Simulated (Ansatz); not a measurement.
# CdSe (Cadmoselite) (P6_3mc) in Ansatz: notebook

The runs below take CdSe (Cadmoselite) through band structure, with PBEsol.

Everything below comes from runs of Ansatz 0.2.0. Logs are shortened: lines on timing, memory, paths and dates and some standing lists are left out, and cuts for length are marked.

**Measured values to compare with.**

A printed reference work, data compilation reports, for a bulk crystal of CdSe at 2 K: band gap 1.841 eV.

The results are compared with them further down.

## 1. Starting point

It takes space group P6_3mc (No. 186, hexagonal). Conventional cell: a = 4.300 Å, b = 4.300 Å, c = 7.020 Å, α = 90.00°, β = 90.00°, γ = 120.00°. Around Cd (site symmetry 3m) lie 4 Se at 2.61 to 2.70 Å. Se (site symmetry 3m) has 4 Cd at 2.61 to 2.70 Å as nearest neighbours.

## 2. Band structure, PBEsol

Contents of input.yaml:

```yaml
crystal:
  lattice:
    - [4.3, 0.0, 0.0]
    - [-2.15, 3.7239092363, 0.0]
    - [0.0, 0.0, 7.02]
  atoms:
    - { symbol: Cd, position: [0.6666666667, 0.3333333333, 0.5] }
    - { symbol: Cd, position: [0.3333333333, 0.6666666667, 0.0] }
    - { symbol: Se, position: [0.6666666667, 0.3333333333, 0.885] }
    - { symbol: Se, position: [0.3333333333, 0.6666666667, 0.385] }
kpoints:
  mp_grid: { grid: [7, 7, 4] }
  band_path:
    path:
      - [0.0, 0.0, 0.0]
      - [0.5, 0.0, 0.0]
      - [0.3333333333, 0.3333333333, 0.0]
      - [0.0, 0.0, 0.0]
      - [0.0, 0.0, 0.5]
      - [0.5, 0.0, 0.5]
      - [0.3333333333, 0.3333333333, 0.5]
      - [0.0, 0.0, 0.5]
    npoints: 12
scf:
  occupations: { method: fermi_dirac, width: 0.05 }
hamiltonian:
  xc: pbesol
  pseudopotentials: { kind: all_electron, lapw: { basis_error: 0.002 } }
output:
  forces: true
  stress: true
  eigenvalues: true
```

Potentials or basis: all-electron LAPW, scalar-relativistic.

Launch:

```sh
> ansatz run input.yaml --threads 2 --pin off --max-ram 8192MiB --backend cpu --events-out ev --progress --plain --runs-dir out
```

Standard output:

```text
Warning: RAYON_NUM_THREADS=2 ignored (pool sized by the plan → 2); use --threads N
LAPW: plane waves up to 8.217 Å⁻¹, error target 2.0e-3 eV per atom; small_component_spin mean_spin; Se in spheres of 1.251 Å, 24 of its electrons in bands, Dirac shells []; Cd in spheres of 1.359 Å, 20 of its electrons in bands, Dirac shells [] (how accurate: hamiltonian.pseudopotentials.lapw.basis_error, Limitations)
Engine: ansatz 0.2.0, x86_64-unknown-linux-gnu
Pseudopotentials: kind: all_electron
Pseudopotential: Cd, LAPW, valence charge 20, lapw/all_electron/scalar/gaussian/Cd, Koelling and Harmon's equation, gaussian nucleus
Pseudopotential: Se, LAPW, valence charge 24, lapw/all_electron/scalar/gaussian/Se, Koelling and Harmon's equation, gaussian nucleus
Functional definition: PBEsol
  exchange = pbesol_x
  correlation = pbesol_c
Crystal: 4 atoms, lattice volume = 112.410 Å³
Basis set: ecut = 257.27003727541563 eV, 1087 PW (Γ), exchange–correlation at level 2
Bands: 53, of which v1, the nominal top of the filled ones, is band 44 counted from 1 (43 counted from 0)
Symmetry: 12 space group operations
Space group: P63mc (ITA 186), of the structure as read, at distance tolerance 4.8e-5 Å
k-points: 24 of 196 (time reversal used)
Non-local potential: Cd, projectors of the file, none
Non-local potential: Se, projectors of the file, none
Initial density: superposition of atomic densities (chi_scale 0.1, normalization cell, long waves kept (reshape's long-wave potential 0.00 eV rms))
Initial wavefunctions: plane waves of lowest kinetic energy (no species holds an atomic orbital)
Functional: x = pbesol(κ = 0.804, μ = 0.12345679012345678), c = pbesol(β = 0.046)
iter 1 solved again at ethr=2.07e-3 eV; its pass at ethr=1.00e-1 eV (dr2=1.82e0 eV) is discarded
SCF iter   1: F=—  HF=-436494.737204 eV  |F-HF|=—  |Δ(HF+E_count)|=         —  Δρ=2.80e-2  dr2=1.82e0  ethr=2.07e-3  ⟨swp⟩=2.0  Hψ=7964  notcnv=0
preconditioner: auto → Resta (q_TF=auto, 2.619 Å⁻¹)  ε∞=4.0  [insulator: Δε(μ)=1.016 eV  Ē_g=12.043 eV  σ=0.050 eV  W_gap=1.00  n_scr=34 (ndim 8)  ℏωp=21.0 eV  f_vac=0.219  D(μ)=0.00/eV (n_scr^D=0)  ε∞_Penn≈4.0]
SCF iter   2: F=—  HF=-436494.099285 eV  |F-HF|=—  |Δ(HF+E_count)|=   6.38e-1  Δρ=1.26e-2  dr2=3.44e-1  ethr=2.07e-3  ⟨swp⟩=2.0  Hψ=3865  notcnv=0
SCF iter   3: F=—  HF=-436494.028448 eV  |F-HF|=—  |Δ(HF+E_count)|=   7.08e-2  Δρ=6.55e-3  dr2=9.36e-2  ethr=3.91e-4  ⟨swp⟩=2.0  Hψ=3753  notcnv=0
iter 4 solved again at ethr=5.59e-6 eV; its pass at ethr=1.06e-4 eV (dr2=4.92e-3 eV) is discarded
SCF iter   4: F=—  HF=-436494.008318 eV  |F-HF|=—  |Δ(HF+E_count)|=   2.01e-2  Δρ=1.81e-3  dr2=4.91e-3  ethr=5.59e-6  ⟨swp⟩=2.0  Hψ=6450  notcnv=0
SCF iter   5: F=—  HF=-436494.008991 eV  |F-HF|=—  |Δ(HF+E_count)|=   6.73e-4  Δρ=4.08e-4  dr2=1.91e-4  ethr=5.58e-6  ⟨swp⟩=2.0  Hψ=3650  notcnv=0
SCF iter   6: F=—  HF=-436494.009236 eV  |F-HF|=—  |Δ(HF+E_count)|=   2.45e-4  Δρ=1.75e-4  dr2=5.51e-5  ethr=2.17e-7  ⟨swp⟩=3.0  Hψ=3755  notcnv=0
SCF iter   7: F=—  HF=-436494.009302 eV  |F-HF|=—  |Δ(HF+E_count)|=   6.51e-5  Δρ=8.49e-5  dr2=1.42e-5  ethr=6.27e-8  ⟨swp⟩=3.0  Hψ=3783  notcnv=0
SCF iter   8: F=—  HF=-436494.009344 eV  |F-HF|=—  |Δ(HF+E_count)|=   4.25e-5  Δρ=1.94e-5  dr2=8.89e-7  ethr=1.62e-8  ⟨swp⟩=3.0  Hψ=3907  notcnv=0
SCF iter   9: F=-436494.009345 eV  HF=-436494.009345 eV  |F-HF|=2.38e-8  |Δ(HF+E_count)|=   1.34e-6  Δρ=6.05e-6  dr2=8.57e-8  ethr=1.01e-9  ⟨swp⟩=3.0  Hψ=3875  notcnv=0
SCF 1 converged in 9 iterations: F = -436494.009345 eV  dr2 = 8.57e-8
NSCF: frozen V_eff on 85 k-points
SCF converged after 9 iterations
Free energy (F): -436494.009345 eV
Harris-Foulkes:  -436494.009345 eV  (|F-HF|=2.38e-8)
Internal energy: -436494.009302 eV  (E = F + TS)
E sigma→0 (E₀):  -436494.009324 eV
Entropy (-TS):   -0.000044 eV (-0.011 meV/atom)
Fermi energy:    8.360863 eV
--- Per-component energies (eV) ---
  E_band       = -4191.348368
  E_kinetic    = 454062.530672
  E_xc         = -12977.135152
  E_electrostatic = -877579.404822  (all electrons and nuclei)
  E_smearing   = -0.000044  (= −TS)
  E_closure    = 0.000000  (closes the sum)
  E_atoms      = -436481.675030  (free atoms, spherical and without spin; not in F)
  Σ components = -436494.009345   (vs F -436494.009345, Δ=0.00e0)
  Basis errors (estimates in eV, not in F): energy 8.4e-4 per atom: plane waves 7.8e-4 (4.7e-4 summed), levels above the bands 1.1e-75, relativity 5.3e-8, radial functions 5.5e-5, core shells 9.1e-7; eigenvalues (radial functions only) 2.0e-6; not estimated: angular momenta, meshes, grids; target (lapw.basis_error) 2.0e-3; muffin-tin radii Se 1.251 Å, Cd 1.359 Å
--- Forces (eV/Å), atoms counted from 1 ---
  atom   1  Cd     0.00000000    -0.00000000     0.26509186
  atom   2  Cd     0.00000000     0.00000000     0.26509186
  atom   3  Se    -0.00000000    -0.00000000    -0.26507142
  atom   4  Se     0.00000000     0.00000000    -0.26507142
  max |Σ_I F_I| component: 4.09e-5 eV/Å
--- Stress (GPa, compression-positive) ---
        0.785601       0.000000       0.000000
        0.000000       0.785601       0.000000
        0.000000       0.000000      -1.039211
  P = ⅓ Tr σ = 0.1773 GPa (1.773 kbar)
--- Band table (eV; the first three rows and the last of 24) ---
  k-point 0: bands = ["-198.5555", "-198.5555", "-138.2228", "-138.2228", "-138.2228", "-138.2228", "-138.2135", "-138.2135", "-93.4577", "-93.4577", "-54.5586", "-54.5584", "-54.5582", "-54.5582", "-54.5582", "-54.5582", "-38.6596", "-38.6596", "-38.6596", "-38.6596", "-38.6496", "-38.6496", "-38.6496", "-38.6496", "-38.6494", "-38.6493", "-4.5845", "-4.2102", "0.1272", "0.1272", "0.1830", "0.1830", "0.1917", "0.4915", "0.4915", "0.5575", "0.5575", "0.8359", "3.7499", "7.3130", "7.3130", "8.0259", "8.0386", "8.0386", "8.6168", "10.0562", "13.8506", "13.8506", "14.1044", "14.9693", "14.9693", "15.6149", "17.2619"]
  k-point 1: bands = ["-198.5555", "-198.5555", "-138.2228", "-138.2228", "-138.2228", "-138.2228", "-138.2135", "-138.2135", "-93.4577", "-93.4577", "-54.5586", "-54.5584", "-54.5582", "-54.5582", "-54.5582", "-54.5582", "-38.6596", "-38.6596", "-38.6596", "-38.6596", "-38.6496", "-38.6496", "-38.6496", "-38.6496", "-38.6494", "-38.6493", "-4.5295", "-4.2643", "0.1333", "0.1333", "0.1727", "0.1727", "0.2321", "0.5030", "0.5030", "0.5497", "0.5497", "0.6529", "4.2621", "6.8299", "7.4120", "7.4120", "7.9243", "7.9243", "9.6782", "10.1613", "13.6427", "13.9327", "13.9327", "14.6919", "14.6919", "14.8890", "17.3573"]
  k-point 2: bands = ["-198.5555", "-198.5555", "-138.2228", "-138.2228", "-138.2228", "-138.2228", "-138.2135", "-138.2135", "-93.4577", "-93.4577", "-54.5585", "-54.5585", "-54.5582", "-54.5582", "-54.5582", "-54.5582", "-38.6596", "-38.6596", "-38.6596", "-38.6596", "-38.6496", "-38.6496", "-38.6496", "-38.6496", "-38.6494", "-38.6494", "-4.3965", "-4.3965", "0.1509", "0.1509", "0.1509", "0.1509", "0.3814", "0.3814", "0.5281", "0.5281", "0.5281", "0.5281", "5.4319", "5.4319", "7.6605", "7.6605", "7.6605", "7.6605", "10.2807", "10.2807", "13.7533", "13.7533", "14.2271", "14.2271", "14.2271", "14.2271", "17.9279"]
  k-point 23: bands = ["-198.5555", "-198.5555", "-138.2228", "-138.2228", "-138.2228", "-138.2228", "-138.2135", "-138.2135", "-93.4577", "-93.4577", "-54.5585", "-54.5585", "-54.5583", "-54.5583", "-54.5583", "-54.5583", "-38.6597", "-38.6597", "-38.6596", "-38.6596", "-38.6496", "-38.6496", "-38.6496", "-38.6496", "-38.6493", "-38.6493", "-4.1112", "-4.1112", "0.2993", "0.2993", "0.3185", "0.3185", "0.4697", "0.4697", "0.5165", "0.5165", "0.9135", "0.9135", "3.8990", "3.8990", "5.6637", "5.6637", "6.9424", "6.9424", "11.7219", "11.7219", "13.7023", "13.7023", "14.2369", "14.2369", "16.0156", "16.0156", "17.7541"]
```

Wall time 69 s (2 threads of Intel Xeon at 2.50GHz (Skylake/Cascade Lake), shared host); peak memory 0.49 GiB.

What came out:

```
Free energy             : -436494.0093 eV
Pressure                : 0.2 GPa
Largest force           : 0.265 eV/Å
Band gap on the k mesh  : 0.58 eV, direct
Band gap along the path : 0.58 eV, direct
```

Forces in eV/Å, atoms in the order of the input:
```
Cd   0.000  0.000  0.265
Cd   0.000  0.000  0.265
Se   0.000  0.000 -0.265
Se   0.000  0.000 -0.265
```

Levels at the corners of the path, in eV from the valence-band top:
| point | band 42 | band 43 | band 44 | band 45 | band 46 | band 47 |
| --- | --- | --- | --- | --- | --- | --- |
| Γ | -0.01 | 0.00 | 0.00 | 0.58 | 2.02 | 5.81 |
| M | -1.88 | -1.26 | -0.84 | 3.14 | 3.21 | 4.70 |
| K | -1.82 | -1.82 | -1.81 | 4.26 | 4.75 | 4.75 |
| Γ | -0.01 | 0.00 | 0.00 | 0.58 | 2.02 | 5.81 |
| A | -0.38 | -0.38 | -0.38 | 2.24 | 2.24 | 5.71 |
| L | -1.40 | -1.31 | -1.31 | 2.88 | 2.88 | 4.70 |
| H | -2.52 | -1.07 | -1.07 | 3.71 | 3.71 | 5.79 |
| A | -0.38 | -0.38 | -0.38 | 2.24 | 2.24 | 5.71 |

## 3. Band structure, PBEsol

Edit input.yaml of step 2 so:

```diff
@@ -27,3 +27,6 @@
   xc: pbesol
-  pseudopotentials: { kind: all_electron, lapw: { basis_error: 0.002 } }
+  pseudopotentials:
+    kind: all_electron
+    lapw: { basis_error: 0.002 }
+    relativity: none
 output:
```

Potentials or basis: all-electron LAPW, non-relativistic.

Launch:

```sh
> ansatz run input.yaml --threads 2 --pin off --max-ram 8192MiB --backend cpu --events-out ev --progress --plain --runs-dir out
```

It took 68 s on 2 threads of Intel Xeon at 2.50GHz (Skylake/Cascade Lake), shared host; peak memory 0.48 GiB.

It converged, with:

| Item | Value |
| --- | --- |
| Free energy | -428002.1406 eV |
| Pressure | 2.1 GPa |
| Largest force | 0.312 eV/Å |
| Band gap on the k mesh | 1.30 eV, direct |
| Band gap along the path | 1.30 eV, direct |

Forces in eV/Å, atoms in the order of the input:
```
Cd   0.000  0.000  0.312
Cd   0.000  0.000  0.312
Se   0.000  0.000 -0.312
Se   0.000  0.000 -0.312
```

Stress tensor (GPa, compression positive):
```
2.91 0.00 0.00
0.00 2.91 0.00
0.00 0.00 0.44
```

Levels at the corners of the path, in eV from the valence-band top:
| point | band 42 | band 43 | band 44 | band 45 | band 46 | band 47 |
| --- | --- | --- | --- | --- | --- | --- |
| Γ | 0.00 | 0.00 | 0.00 | 1.30 | 2.61 | 5.89 |
| M | -1.83 | -1.25 | -0.81 | 3.51 | 3.64 | 4.70 |
| K | -1.78 | -1.78 | -1.78 | 4.21 | 5.29 | 5.29 |
| Γ | 0.00 | 0.00 | 0.00 | 1.30 | 2.61 | 5.89 |
| A | -0.37 | -0.37 | -0.37 | 2.81 | 2.81 | 5.87 |
| L | -1.36 | -1.25 | -1.25 | 3.23 | 3.23 | 4.89 |
| H | -2.49 | -1.03 | -1.03 | 4.10 | 4.10 | 5.75 |
| A | -0.37 | -0.37 | -0.37 | 2.81 | 2.81 | 5.87 |

Caveat: relativity is left out, which matters for the heavier elements.

## 4. Band structure, PBEsol

Edit input.yaml of step 3 so:

```diff
@@ -27,6 +27,3 @@
   xc: pbesol
-  pseudopotentials:
-    kind: all_electron
-    lapw: { basis_error: 0.002 }
-    relativity: none
+  pseudopotentials: { kind: all_electron, datasets: crystal }
 output:
```

Potentials or basis: all-electron PAW datasets made for the crystal.

Launch:

```sh
> ansatz run input.yaml --threads 2 --pin off --max-ram 8192MiB --backend cpu --events-out ev --progress --plain --runs-dir out
```

Wall time 53 s (2 threads of Intel Xeon at 2.50GHz (Skylake/Cascade Lake), shared host); peak memory 0.83 GiB.

Results (log left out):

```yaml
Free_energy: -436494.0120 eV
Pressure: 0.2 GPa
Largest_force: 0.265 eV/Å
Band_gap_on_the_k_mesh: 0.58 eV, direct
Band_gap_along_the_path: 0.58 eV, direct
```

Forces in eV/Å, atoms in the order of the input:
```
Cd   0.000  0.000  0.265
Cd   0.000  0.000  0.265
Se   0.000  0.000 -0.265
Se   0.000  0.000 -0.265
```

Stress tensor (GPa, compression positive):
```
 0.78  0.00  0.00
 0.00  0.78  0.00
 0.00  0.00 -1.04
```

Levels at the corners of the path, in eV from the valence-band top:
```csv
point,band 14,band 15,band 16,band 17,band 18,band 19,band 20,band 21,band 22
Γ,-0.73,-0.73,-0.01,0.00,0.00,0.58,2.02,5.81,5.81
M,-3.76,-2.60,-1.88,-1.26,-0.84,3.14,3.21,4.70,6.07
K,-3.89,-3.11,-1.82,-1.82,-1.81,4.26,4.75,4.75,6.95
Γ,-0.73,-0.73,-0.01,0.00,0.00,0.58,2.02,5.81,5.81
A,-2.61,-0.38,-0.38,-0.38,-0.38,2.24,2.24,5.71,5.71
L,-4.28,-1.40,-1.40,-1.31,-1.31,2.88,2.88,4.70,4.70
H,-4.17,-2.52,-2.52,-1.07,-1.07,3.71,3.71,5.79,5.79
A,-2.61,-0.38,-0.38,-0.38,-0.38,2.24,2.24,5.71,5.71
```

## 5. Band structure, PBEsol

Edit input.yaml of step 4 so:

```diff
@@ -27,3 +27,6 @@
   xc: pbesol
-  pseudopotentials: { kind: all_electron, datasets: crystal }
+  pseudopotentials:
+    kind: all_electron
+    lapw: { basis_error: 0.002 }
+    dirac_shells: { Cd: ["3p", "3d"], Se: ["3p"] }
 output:
```

Potentials or basis: all-electron LAPW, inner shells corrected to Dirac's equation.

Launch:

```sh
> ansatz run input.yaml --threads 2 --pin off --max-ram 8192MiB --backend cpu --events-out ev --progress --plain --runs-dir out
```

It took 72 s on 2 threads of Intel Xeon at 2.50GHz (Skylake/Cascade Lake), shared host; peak memory 0.5 GiB.

The run converged. Its results:

* Free energy: -436575.2246 eV
* Pressure: 0.2 GPa
* Largest force: 0.265 eV/Å
* Band gap on the k mesh: 0.58 eV, direct
* Band gap along the path: 0.58 eV, direct

Forces on the atoms (eV/Å):
```
Cd   0.000  0.000  0.265
Cd   0.000  0.000  0.265
Se   0.000  0.000 -0.265
Se   0.000  0.000 -0.265
```

Stress tensor (GPa, compression positive):
```
 0.79  0.00  0.00
 0.00  0.79  0.00
 0.00  0.00 -1.03
```

Levels at the corners of the path, in eV from the valence-band top:
| point | band 40 | band 41 | band 42 | band 43 | band 44 | band 45 | band 46 | band 47 | band 48 | band 49 |
| --- | --- | --- | --- | --- | --- | --- | --- | --- | --- | --- |
| Γ | -0.73 | -0.73 | -0.01 | 0.00 | 0.00 | 0.58 | 2.02 | 5.81 | 5.81 | 6.07 |
| M | -3.76 | -2.60 | -1.88 | -1.26 | -0.84 | 3.14 | 3.21 | 4.70 | 6.07 | 6.58 |
| K | -3.89 | -3.11 | -1.82 | -1.82 | -1.81 | 4.26 | 4.75 | 4.75 | 6.95 | 6.96 |
| Γ | -0.73 | -0.73 | -0.01 | 0.00 | 0.00 | 0.58 | 2.02 | 5.81 | 5.81 | 6.07 |
| A | -2.61 | -0.38 | -0.38 | -0.38 | -0.38 | 2.24 | 2.24 | 5.71 | 5.71 | 6.19 |
| L | -4.28 | -1.40 | -1.40 | -1.31 | -1.31 | 2.88 | 2.88 | 4.70 | 4.70 | 7.63 |
| H | -4.17 | -2.52 | -2.52 | -1.07 | -1.07 | 3.71 | 3.71 | 5.79 | 5.79 | 6.14 |
| A | -2.61 | -0.38 | -0.38 | -0.38 | -0.38 | 2.24 | 2.24 | 5.71 | 5.71 | 6.19 |

## 6. The runs side by side

| potentials or basis | cutoff (eV) | basis error allowed | gap on the mesh (eV) | pressure (GPa) | largest force (eV/Å) |
| --- | --- | --- | --- | --- | --- |
| all-electron LAPW, scalar-relativistic | 257 | 0.002 eV/atom | 0.58 | 0.2 | 0.27 |
| all-electron LAPW, non-relativistic | 257 | 0.002 eV/atom | 1.30 | 2.1 | 0.31 |
| all-electron PAW datasets made for the crystal | 240 | - | 0.58 | 0.2 | 0.27 |
| all-electron LAPW, inner shells corrected to Dirac's equation | 257 | 0.002 eV/atom | 0.58 | 0.2 | 0.27 |

Alike in all rows: task band structure; level PBEsol; no spin polarisation; cell as given; k mesh 7 × 7 × 4; smearing fermi-dirac 0.05 eV.

Caveats: relativity is left out, which matters for the heavier elements (some runs).

Compare energies only between runs with the same functional and basis.

## 7. Comparison with measurements

Step 2. Measured gap of CdSe: 1.841 eV (2 K; a printed reference work, data compilation). This calculation gives 0.58 eV (-1.26 eV). So large a miss can be the level of theory's own, or it may mean another phase, state or a wrong row. Spin-orbit coupling on Cd, Se is left out. The value is that of PBEsol, without temperature or zero-point motion. Semilocal functionals fall short of measured gaps as a rule.

Step 3. Against the measured gap of CdSe, 1.841 eV (2 K; a printed reference work, data compilation), the calculated 1.30 eV is off by -0.54 eV. Spin-orbit coupling on Cd, Se is left out. The value is that of PBEsol, without temperature or zero-point motion. Semilocal functionals fall short of measured gaps as a rule.

Step 4. A measured gap of CdSe is 1.841 eV (2 K; a printed reference work, data compilation); the calculated 0.58 eV misses it by -1.26 eV. So large a miss can be the level of theory's own, or it may mean another phase, state or a wrong row. Spin-orbit coupling on Cd, Se is left out. The value is that of PBEsol, without temperature or zero-point motion. Semilocal functionals fall short of measured gaps as a rule.

Step 5. Against the measured gap of CdSe, 1.841 eV (2 K; a printed reference work, data compilation), the calculated 0.58 eV is off by -1.26 eV. So large a miss can be the level of theory's own, or it may mean another phase, state or a wrong row. Spin-orbit coupling on Cd, Se is left out. The value is that of PBEsol, without temperature or zero-point motion. Semilocal functionals fall short of measured gaps as a rule.
